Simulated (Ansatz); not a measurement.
LiH (zincblende) (r2SCAN geometry), in Ansatz:

```yaml
crystal:
  lattice:
    - [0.00000, 2.14512, 2.14512]
    - [2.14512, 0.00000, 2.14512]
    - [2.14512, 2.14512, 0.00000]
  atoms:
    - { symbol: Li, position: [0.00000, 0.00000, 0.00000] }
    - { symbol: H, position: [0.25000, 0.25000, 0.25000] }
```

G0W0@PBE with 108 empty bands, a screening cutoff of 180 eV and a 6×6×6 mesh (PAW, contour deformation) gives 6.445 eV over the mesh points, from a PBE gap of 4.292 eV; it sums over 110 bands with 113 plane waves in the screening and a wave cutoff of 420 eV. G0W0 here is at a finite number of bands, screening cutoff and k mesh, not at the basis limit. (Calculated; spin-unpolarised; the phase may be known or hypothetical.)

Problem. Another run gave a Kohn-Sham gap of 4.292 eV and a G0W0 gap of 6.482 eV, summing over 212 bands with 169 plane waves in the screening and a wave cutoff of 420 eV. What was changed?

Solution. Empty bands 210, screening cutoff 260 eV. The counts of bands and plane waves show that both rose or fell; the cutoff follows only within a few eV.

Problem. Estimate the gap with starting point PBE0.

Solution. 7.387 eV (+0.942 eV), from a Kohn-Sham gap of 6.073 eV.

Problem. Estimate the gap with potentials of the kind norm-conserving, with them a wave cutoff of 1034 eV.

Solution. 6.441 eV (-0.004 eV), from a Kohn-Sham gap of 4.292 eV.

Problem. Estimate the gap with frequency model Godby-Needs pole.

Solution. 6.448 eV (+0.003 eV), from a Kohn-Sham gap of 4.292 eV.
